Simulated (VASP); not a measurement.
SnO2: relaxation of cell and atoms with PBE

Crystal: SnO2.

```
Sn O
1.0
     4.76482    0.00000    0.00000
     0.00000    4.76482    0.00000
     0.00000    0.00000    3.20750
Sn O
2 4
Direct
  0.50000 0.50000 0.50000
  0.00000 0.00000 0.00000
  0.19403 0.80597 0.50000
  0.80597 0.19403 0.50000
  0.30597 0.30597 0.00000
  0.69403 0.69403 0.00000
```

The cell is a database's computed one.

- Program: VASP 6.6.1
- Task: relaxation of cell and atoms
- Functional: PBE
- Potentials or basis: VASP PAW PBE potentials, release 64 (Sn_d, O)
- Cutoff: 600 eV
- k mesh: 6 × 6 × 9
- Occupations: gaussian, width 0.02 eV
- Spin: no spin polarisation
- Further INCAR settings: ALGO = Normal; EDIFF = 1e-06; IBRION = 2; EDIFFG = -0.005; NSW = 80; ISIF = 3

```json
{"Relaxed volume": "12.61 Å³/atom", "Relaxed cell": "a = 4.830 Å, b = 4.830 Å, c = 3.242 Å, α = 90.00°, β = 90.00°, γ = 90.00°", "Space group after relaxing (to 0.05 Å)": "P4_2/mnm (No. 136)", "Energy gained by relaxing": "10.1 meV/atom", "Ionic steps": "13", "Pressure after relaxing": "0.0 GPa", "Band gap on the k mesh": "0.64 eV, direct"}
```

Forces in eV/Å, atoms in the order of the input:
```
Sn   0.000  0.000  0.000
Sn   0.000  0.000  0.000
O    0.002 -0.002  0.000
O   -0.002  0.002  0.000
O   -0.002 -0.002  0.000
O    0.002  0.002  0.000
```

The path:
| step | energy change (eV) | largest force (eV/Å) | pressure (GPa) | volume (Å³) |
| --- | --- | --- | --- | --- |
| 1 | 0.0000 | 0.0409 | 7.28 | 72.82 |
| 2 | 0.0187 | 0.2360 | -7.02 | 78.79 |
| 3 | -0.0587 | 0.1010 | 0.01 | 75.51 |
| 4 | -0.0587 | 0.0984 | 0.14 | 75.45 |
| 5 | -0.0605 | 0.0095 | 0.10 | 75.57 |
| 6 | -0.0605 | 0.0110 | 0.08 | 75.59 |
| 7 | -0.0605 | 0.0116 | 0.09 | 75.60 |
| 8 | -0.0605 | 0.0165 | 0.07 | 75.60 |
| 9 | -0.0606 | 0.0061 | -0.06 | 75.67 |
| 10 | -0.0606 | 0.0081 | -0.05 | 75.66 |
| 11 | -0.0606 | 0.0081 | -0.02 | 75.66 |
| 12 | -0.0606 | 0.0074 | -0.02 | 75.66 |
| 13 | -0.0606 | 0.0026 | 0.03 | 75.64 |

Final structure:
```yaml
crystal:
  lattice:
    - [4.83014, 0.00000, 0.00000]
    - [0.00000, 4.83014, 0.00000]
    - [0.00000, 0.00000, 3.24224]
  atoms:
    - { symbol: Sn, position: [0.50000, 0.50000, 0.50000] }
    - { symbol: Sn, position: [0.00000, 0.00000, 0.00000] }
    - { symbol: O, position: [0.19345, 0.80655, 0.50000] }
    - { symbol: O, position: [0.80655, 0.19345, 0.50000] }
    - { symbol: O, position: [0.30655, 0.30655, 0.00000] }
    - { symbol: O, position: [0.69345, 0.69345, 0.00000] }
```

Levels at points of the mesh, in eV from the valence-band top:
```
           k point  band 23  band 24  band 25  band 26  band 27  band 28  band 29  band 30
(0.00, 0.00, 0.00)    -1.26    -0.74    -0.74     0.00     0.64     5.66     6.04     6.04
(0.50, 0.00, 0.00)    -1.21    -1.21    -0.60    -0.60     3.85     3.85     6.79     6.79
(0.50, 0.50, 0.00)    -1.33    -1.33    -0.85    -0.85     4.24     4.24     7.13     7.13
```

Run time: 97 s on 4 MPI ranks on Intel(R) Xeon(R) 6975P-C (Granite Rapids), with other jobs on the host, peak memory 0.28 GiB a rank.

Caveat: spin-orbit coupling is left out, which moves the levels of the heavy elements.
